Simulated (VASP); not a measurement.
# Gd3Sn7: formation energy of a vacancy on the Sn site, part 4 of 4

How easily does a vacancy on the Sn site form in Gd3Sn7? The host is relaxed first, then a supercell is run with and without the defect. The start is a cell from a database of measured crystal structures.

VASP 6.6.1, plane waves and PAW; the level of theory is named at each step.

Still holding for the runs below: The data set Gd_3 holds the 4f electrons frozen in the core, so no f bands or f moments appear.

So far. Step 5 (Reference Gd): The run ended after 2 ionic steps, 0.001 eV below its first step, once forces and stress met EDIFFG = -0.02. Step 5 (Reference Gd): Energy at zero smearing: -9.15498 eV.

**6. Relaxing the defect**

This step: PBE, 4f electrons in the core; plane waves and PAW (Gd_3, Sn) (VASP 6.6.1).

System of this step: Gd4Sn9. The cell holds 39 atoms: 12 Gd and 27 Sn. Cell: a = 14.207 Å, b = 14.207 Å, c = 8.929 Å, α = 81.0°, β = 81.0°, γ = 138.8°. It derives from Gd3Sn7. Nearest the centre at fractional (0.000, 0.000, 0.250): Gd9 at 3.16 Å, Gd10 at 3.16 Å, Gd11 at 3.16 Å, Gd12 at 3.16 Å, Sn27 at 3.40 Å, Sn31 at 3.40 Å, Sn30 at 3.40 Å, Sn26 at 3.40 Å.

The host is treated as a metal, since its gap is under 0.3 eV or closed. The run keeps 4 symmetry operations, which cuts the number of k-points but bars distortions that break them. The atoms relax at the host's fixed cell.

INCAR reads:

```
SYSTEM = Gd4Sn9
PREC = Normal
ENCUT = 300
EDIFF = 1E-05
NELM = 120
ISMEAR = 1
SIGMA = 0.2
LREAL = Auto
ALGO = Fast
GGA = PE
NBANDS = 136
LASPH = .TRUE.
LORBIT = 11
LWAVE = .FALSE.
LCHARG = .TRUE.
KPAR = 4
IBRION = 2
NSW = 50
ISIF = 2
EDIFFG = -0.03
POTIM = 0.4
MAXMIX = 40
ISYM = 2
```

POSCAR reads:

```
Gd4Sn9
1.0
    2.2322112169     13.2992095390      4.4716625042
    2.2322112169    -13.2992095390      4.4716625042
    8.9288448676      0.0000000000      0.0000000000
Gd Sn
12 27
Direct
    0.1887224000      0.8112776000      0.2500000000
    0.1887224000      0.8112776000      0.7500000000
    0.6887224000      0.3112776000      0.5000000000
    0.6887224000      0.3112776000      0.0000000000
    0.8112776000      0.1887224000      0.2500000000
    0.8112776000      0.1887224000      0.7500000000
    0.3112776000      0.6887224000      0.5000000000
    0.3112776000      0.6887224000      0.0000000000
    0.2500000000      0.2500000000      0.8750000000
    0.2500000000      0.2500000000      0.3750000000
    0.7500000000      0.7500000000      0.1250000000
    0.7500000000      0.7500000000      0.6250000000
    0.0000000000      0.0000000000      0.7500000000
    0.5000000000      0.5000000000      0.5000000000
    0.5000000000      0.5000000000      0.0000000000
    0.3466247100      0.1533752900      0.1250000000
    0.3466247100      0.1533752900      0.6250000000
    0.8466247100      0.6533752900      0.3750000000
    0.8466247100      0.6533752900      0.8750000000
    0.1533752900      0.3466247100      0.1250000000
    0.1533752900      0.3466247100      0.6250000000
    0.6533752900      0.8466247100      0.3750000000
    0.6533752900      0.8466247100      0.8750000000
    0.4034060600      0.5965939400      0.2500000000
    0.4034060600      0.5965939400      0.7500000000
    0.9034060600      0.0965939400      0.5000000000
    0.9034060600      0.0965939400      0.0000000000
    0.5965939400      0.4034060600      0.2500000000
    0.5965939400      0.4034060600      0.7500000000
    0.0965939400      0.9034060600      0.5000000000
    0.0965939400      0.9034060600      0.0000000000
    0.5383514400      0.9616485600      0.1250000000
    0.5383514400      0.9616485600      0.6250000000
    0.0383514400      0.4616485600      0.3750000000
    0.0383514400      0.4616485600      0.8750000000
    0.9616485600      0.5383514400      0.1250000000
    0.9616485600      0.5383514400      0.6250000000
    0.4616485600      0.0383514400      0.3750000000
    0.4616485600      0.0383514400      0.8750000000
```

KPOINTS reads:

```
Automatic mesh
0
Gamma
3 3 3
0 0 0
```

PAW data sets: Gd_3 and Sn (PBE family, release 64).

Launch:

```console
> mpirun -np 4 vasp_std
```

The program printed:

```text
[banner, memory and clock lines left out]
running    4 mpi-ranks, on    1 nodes
 distrk:  each k-point on    1 cores,    4 groups
 distr:  one band on    1 cores,    1 groups

 POSCAR found type information on POSCAR GdSn
 POSCAR found :  2 types and      39 ions
 LDA part: xc-table for (Slater+PW92), standard interpolation
 POSCAR, INCAR and KPOINTS ok, starting setup
 FFT: planning ... GRIDC
 FFT: planning ... GRID_SOFT
 FFT: planning ... GRID
 WAVECAR not read
 entering main loop
       N       E                     dE             d eps       ncg     rms          rms(c)
DAV:   1     0.835194168092E+03    0.83519E+03   -0.64582E+04  2952   0.870E+02
DAV:   2    -0.905718829423E+02   -0.92577E+03   -0.88607E+03  3224   0.239E+02
DAV:   3    -0.178627484232E+03   -0.88056E+02   -0.85523E+02  3544   0.553E+01
DAV:   4    -0.181695903184E+03   -0.30684E+01   -0.30223E+01  3304   0.106E+01
DAV:   5    -0.181811497146E+03   -0.11559E+00   -0.11525E+00  3736   0.187E+00    0.694E+01
RMM:   6    -0.180660634333E+03    0.11509E+01   -0.17197E+00  2820   0.178E+00    0.413E+01
RMM:   7    -0.180388121303E+03    0.27251E+00   -0.16591E+00  2787   0.236E+00    0.260E+00
RMM:   8    -0.180183805746E+03    0.20432E+00   -0.41072E-01  2887   0.114E+00    0.660E-01
RMM:   9    -0.180185104872E+03   -0.12991E-02   -0.10752E-01  3434   0.518E-01    0.393E-01
RMM:  10    -0.180185398419E+03   -0.29355E-03   -0.11016E-02  3326   0.207E-01    0.276E-01
RMM:  11    -0.180185560205E+03   -0.16179E-03   -0.22665E-03  2974   0.944E-02    0.508E-02
RMM:  12    -0.180185660658E+03   -0.10045E-03   -0.79436E-04  3503   0.473E-02    0.205E-02
RMM:  13    -0.180185667439E+03   -0.67817E-05   -0.11766E-04  2723   0.205E-02    0.800E-03
RMM:  14    -0.180185670946E+03   -0.35071E-05   -0.30044E-05  1915   0.934E-03
   1 F= -.18018567E+03 E0= -.18019192E+03  d E =-.180186E+03
 curvature:   0.00 expect dE= 0.000E+00 dE for cont linesearch  0.000E+00
 trial: gam= 0.00000 g(F)=  0.362E-01 g(S)=  0.000E+00 ort = 0.000E+00 (trialstep = 0.100E+01)
 search vector abs. value=  0.362E-01
 bond charge predicted
       N       E                     dE             d eps       ncg     rms          rms(c)
DAV:   1    -0.180214493350E+03   -0.28826E-01   -0.55472E-01  3200   0.174E+00    0.464E-01
RMM:   2    -0.180217945756E+03   -0.34524E-02   -0.38524E-02  3235   0.461E-01    0.183E-01
RMM:   3    -0.180218561186E+03   -0.61543E-03   -0.93717E-03  3618   0.223E-01    0.927E-02
RMM:   4    -0.180218661343E+03   -0.10016E-03   -0.12782E-03  3244   0.825E-02    0.860E-02
RMM:   5    -0.180218691240E+03   -0.29897E-04   -0.35353E-04  3635   0.389E-02    0.828E-02
RMM:   6    -0.180218700507E+03   -0.92672E-05   -0.60486E-05  2363   0.162E-02
   2 F= -.18021870E+03 E0= -.18022526E+03  d E =-.330296E-01
[... from here on, the cycles between the ionic steps are left out ...]
   3 F= -.18027889E+03 E0= -.18028608E+03  d E =-.932143E-01
   4 F= -.18028610E+03 E0= -.18029348E+03  d E =-.100431E+00
   5 F= -.18029940E+03 E0= -.18030655E+03  d E =-.132948E-01
   6 F= -.18030590E+03 E0= -.18031273E+03  d E =-.197940E-01
   7 F= -.18030597E+03 E0= -.18031285E+03  d E =-.198654E-01
   8 F= -.18030599E+03 E0= -.18031285E+03  d E =-.198870E-01
   9 F= -.18030922E+03 E0= -.18031623E+03  d E =-.322695E-02
  10 F= -.18030987E+03 E0= -.18031696E+03  d E =-.388246E-02
 curvature:  -2.00 expect dE=-0.716E-03 dE for cont linesearch -0.400E-03
 ZBRENT: increasing intervall
 opt :   5.6044  next Energy=  -180.310732 (dE=-0.474E-02)
 bond charge predicted
       N       E                     dE             d eps       ncg     rms          rms(c)
DAV:   1    -0.180307845947E+03    0.20332E-02   -0.37326E-01  2728   0.147E+00    0.377E-01
RMM:   2    -0.180309952906E+03   -0.21070E-02   -0.22525E-02  3309   0.380E-01    0.213E-01
RMM:   3    -0.180310569467E+03   -0.61656E-03   -0.53818E-03  3887   0.180E-01    0.107E-01
RMM:   4    -0.180310638221E+03   -0.68753E-04   -0.58375E-04  3598   0.558E-02    0.963E-02
RMM:   5    -0.180310651002E+03   -0.12781E-04   -0.13171E-04  2647   0.262E-02    0.996E-02
RMM:   6    -0.180310648976E+03    0.20252E-05   -0.22502E-05  1787   0.113E-02
  11 F= -.18031065E+03 E0= -.18031790E+03  d E =-.465983E-02
 curvature:  -4.30 expect dE=-0.774E-03 dE for cont linesearch -0.168E-05
 trial: gam= 0.10107 g(F)=  0.180E-03 g(S)=  0.000E+00 ort =-0.277E-04 (trialstep = 0.303E+01)
 search vector abs. value=  0.194E-03
 reached required accuracy - stopping structural energy minimisation
```

It took 36 min on 4 MPI ranks of AMD EPYC 7R43, shared host; peak memory 2.9 GiB; 2.4 h of CPU time.

Parts of OUTCAR (step 6):

```text
   k-points           NKPTS =     10   k-points in BZ     NKDIM =     10   number of bands    NBANDS=    136

   NELECT =     216.0000    total number of electrons

 E-fermi :   4.8809

 k-point     1 :       0.0000    0.0000    0.0000
  band No.  band energies     occupation
    ...
    104       4.3041      2.00035
    105       4.3447      2.00099
    106       4.5415      2.03739
    107       4.7202      1.98178
    108       4.8431      1.31304
    109       5.1045     -0.06691
    110       5.2368     -0.03045
    111       5.3795     -0.00239
    112       5.4154     -0.00103
    113       5.4159     -0.00102
    ...

  Total       -8.0892145     -1.0748439     -0.9914516      0.0000000      0.0000000      0.0216155
  in kB      -12.2038486     -1.6215705     -1.4957602      0.0000000      0.0000000      0.0326103
  external PRESSURE =      -5.1070598 kB  Pullay stress =       0.0000000 kB

 POSITION                                       TOTAL-FORCE (eV/Angst)
 -----------------------------------------------------------------------------------
      4.46442     -8.26799      4.47166         0.000000     -0.008754     -0.000000
      8.92884     -8.31347      4.47166         0.000000     -0.000888     -0.000000
      6.70168      5.01285      4.50030        -0.001923      0.013482     -0.009506
      2.22717      5.01285      4.44303         0.001923      0.013482      0.009506
      4.46442      8.26799      4.47166         0.000000      0.008754     -0.000000
      8.92884      8.31347      4.47166         0.000000      0.000888     -0.000000
      6.70168     -5.01285      4.50030        -0.001923     -0.013482     -0.009506
      2.22717     -5.01285      4.44303         0.001923     -0.013482      0.009506
      8.91019      0.00000      2.23968        -0.013988      0.000000     -0.007137
      4.48268      0.00000      2.24258         0.010938      0.000000     -0.011441
      4.44617      0.00000      6.70074        -0.010938      0.000000      0.011441
      8.94750      0.00000      6.70364         0.013988      0.000000      0.007137
      6.69663     -0.00000      0.00000         0.000000      0.000000     -0.000000
      6.69685      0.00000      4.51038         0.003813      0.000000      0.016090
      2.23199      0.00000      4.43294        -0.003813      0.000000     -0.016090
      2.23237      2.49451      2.20505         0.004146      0.010409      0.004916
      6.69516      2.58290      2.21734        -0.002824     -0.008544     -0.003763
      6.69648      2.49451      6.73827        -0.004146      0.010409     -0.004916
     11.16253      2.58290      6.72599         0.002824     -0.008544      0.003763
      2.23237     -2.49451      2.20505         0.004146     -0.010409      0.004916
      6.69516     -2.58290      2.21734        -0.002824      0.008544     -0.003763
      6.69648     -2.49451      6.73827        -0.004146     -0.010409     -0.004916
     11.16253     -2.58290      6.72599         0.002824      0.008544      0.003763
      4.46442     -2.56063      4.47166         0.000000      0.002129     -0.000000
[...]
-----------------------------------------------------------------------------------
    total drift:                                0.000000      0.000000      0.000000

  FREE ENERGIE OF THE ION-ELECTRON SYSTEM (eV)
  ---------------------------------------------------
  free  energy   TOTEN  =      -180.3106489763 eV

  energy  without entropy=     -180.3323873600  energy(sigma->0) =     -180.31789510

[... 6 parts as in an earlier step ...]

[... 11 further parts left out ...]
```

The run keeps the 4 symmetry operations of its start, so it cannot find a distortion of lower symmetry.

Relaxation path:

```
step  energy less that of the first step (eV)  largest force (eV/Å)
   1                                   0.0000                0.2914
   2                                  -0.0330                0.2610
   3                                  -0.0932                0.1420
   4                                  -0.1004                0.1645
   5                                  -0.1137                0.0940
   6                                  -0.1202                0.0785
   7                                  -0.1203                0.0581
   8                                  -0.1203                0.0650
   9                                  -0.1235                0.0429
  10                                  -0.1242                0.0366
  11                                  -0.1250                0.0166
```

The atoms that moved most (Å):

```
atom      dx      dy      dz  length
Sn30  -0.045  -0.083  -0.001   0.095
Sn26  -0.045   0.083  -0.001   0.095
Sn31   0.045  -0.083   0.001   0.095
Sn27   0.045   0.083   0.001   0.095
Sn16   0.000  -0.076  -0.031   0.082
Sn20   0.000   0.076  -0.031   0.082
Sn18   0.000  -0.076   0.031   0.082
Sn22   0.000   0.076   0.031   0.082
```

The relaxed structure:

```xyz
39
Lattice="2.2322 13.2992 4.4717 2.2322 -13.2992 4.4717 8.9288 0.0000 0.0000" Properties=species:S:1:pos:R:3 pbc="T T T"
Gd    4.4644   -8.2680    4.4717
Gd    8.9288   -8.3135    4.4717
Gd    6.7017    5.0129    4.5003
Gd    2.2272    5.0129    4.4430
Gd    4.4644    8.2680    4.4717
Gd    8.9288    8.3135    4.4717
Gd    6.7017   -5.0129    4.5003
Gd    2.2272   -5.0129    4.4430
Gd    8.9102    0.0000    2.2397
Gd    4.4827    0.0000    2.2426
Gd    4.4462    0.0000    6.7007
Gd    8.9475    0.0000    6.7036
Sn    6.6966    0.0000    0.0000
Sn    6.6969    0.0000    4.5104
Sn    2.2320    0.0000    4.4329
Sn    2.2324    2.4945    2.2051
Sn    6.6952    2.5829    2.2173
Sn    6.6965    2.4945    6.7383
Sn   11.1625    2.5829    6.7260
Sn    2.2324   -2.4945    2.2051
Sn    6.6952   -2.5829    2.2173
Sn    6.6965   -2.4945    6.7383
Sn   11.1625   -2.5829    6.7260
Sn    4.4644   -2.5606    4.4717
Sn    8.9288   -2.5587    4.4717
Sn    6.6512   10.8130    4.4702
Sn    2.2776   10.8130    4.4731
Sn    4.4644    2.5606    4.4717
Sn    8.9288    2.5587    4.4717
Sn    6.6512  -10.8130    4.4702
Sn    2.2776  -10.8130    4.4731
Sn    4.4560   -5.6249    6.7054
Sn    8.9376   -5.6233    6.7105
Sn    4.4729   -5.6249    2.2379
Sn    8.9201   -5.6233    2.2328
Sn    4.4560    5.6249    6.7054
Sn    8.9376    5.6233    6.7105
Sn    4.4729    5.6249    2.2379
Sn    8.9201    5.6233    2.2328
```

Numbers from this step:

```yaml
electronic_cycles: 88
electrons: 216
free_energy_toten: -180.3106 eV
energy_at_zero_smearing: -180.3179 eV
fermi_energy: 4.881 eV
```

Valence density in the ab plane at fractional z = 0.250, through the centre, with atoms of Gd and Sn within 0.45 Å of it. It is the smooth field of the valence electrons, not physical close to the nuclei.

Ten steps, logarithmic in the rise over the least value, from '0' (-0.1 e/Å³) to '9' (2.4 e/Å³), each cell a mean:
```
3333444454444445555555555444555554443333
3334444445665544555555554445555554433333
4444444678876545555555444455555544333333
4444457999875445555554444555555444334444
5444689999754445555444445555544444444555
5456899986444444444444555545555544455555
4456787654444444455555554456665555555555
4455554444444445555555544566655555555544
4444445554444555444555445555544555554444
5555555554445553035554445554445554444445
5555555544455543455544444455555444445555
5555555444555555554444445555554444555555
5555554444555555444444555555554445555555
5555444445555444444455542355544455555555
5444445555444555444555413555444555555555
4445555555455665445555455554444444444544
4455555555566654455555555444444445566554
5555555455666544455555444444444567887644
5555544445555555544444444444446899986545
5544444444455555444445555544568999865444
4444333444555555444555555545689987544444
3333334445555554445555555445677754444444
3333344455555444455555555455555444444333
3333344555554444555555555444445554443333
```
Columns run along a (14.2 Å), rows up along b (14.2 Å). Atoms in or near the plane, at fractional coordinates: Gd at (0.19, 0.81), Gd at (0.81, 0.19), Sn at (0.40, 0.60), Sn at (0.60, 0.40).

The run ended after 11 ionic steps, 0.125 eV below its first step, once the forces on the free atoms met EDIFFG = -0.03.

The 12 first neighbours (Gd and Sn) lie 3.32 Å from the site on average (3.16 to 3.41) in the perfect crystal and 3.27 Å on average after the relaxation (-1.5 %, spread from 3.18 to 3.33 Å).

**7. Formation energies**

This step: point defect, PBE; plane waves and PAW (VASP 6.6.1).

No new run; the numbers come from the runs before.

This step gave:

```yaml
formation_energy_of_the_neutral_defect: 0.7490 eV
host_formation_enthalpy: -0.5910 eV/atom
```

Formation energy:

```
formation energy (eV)  largest move (Å)
                0.749           0.09464
```

The formation energy is the energy of the relaxed defect cell less that of the perfect cell, with each removed atom booked to its reference and each added atom taken from it.

References, in eV an atom: Sn -3.796 (crystal I4_1/amd) and Gd -4.577 (crystal P6_3/mmc). They were run at the supercell's cutoff and functional, without U, and count both elements from their own phases.

**8. Results**

| Quantity | Value |
| --- | --- |
| formation energy at charge 0 | 0.749 eV |
| host formation enthalpy | -0.591 eV/atom |

What this shows: A vacancy on the Sn site costs 0.75 eV, with every exchanged atom at the energy of its element. The 12 first neighbours (Gd and Sn) lie 3.32 Å from the site on average (3.16 to 3.41) in the perfect crystal and 3.27 Å on average after the relaxation (-1.5 %, spread from 3.18 to 3.33 Å). With metallic smearing the value can move by tenths of an eV with the k mesh. The supercell of 40 atoms is small, so interactions between images remain.

[Lines on the potential files, build, host, timing and source positions are cut from VASP's logs without a mark.]

[Logs are printed without paths, hosts, clocks, repeated set-up lines and the standing remarks that a program may print on its own settings, such as how far it seeks lower states.]

[Hosts, paths, dates, database ids (printed as entryN), source tags and the programs' standing remarks are cut or masked in the printed files.]

[In band tables of VASP the shares of atoms and orbitals are scaled to a sum of 1 inside the atoms' spheres.]

[Runs that stopped without an error message from VASP are left out.]
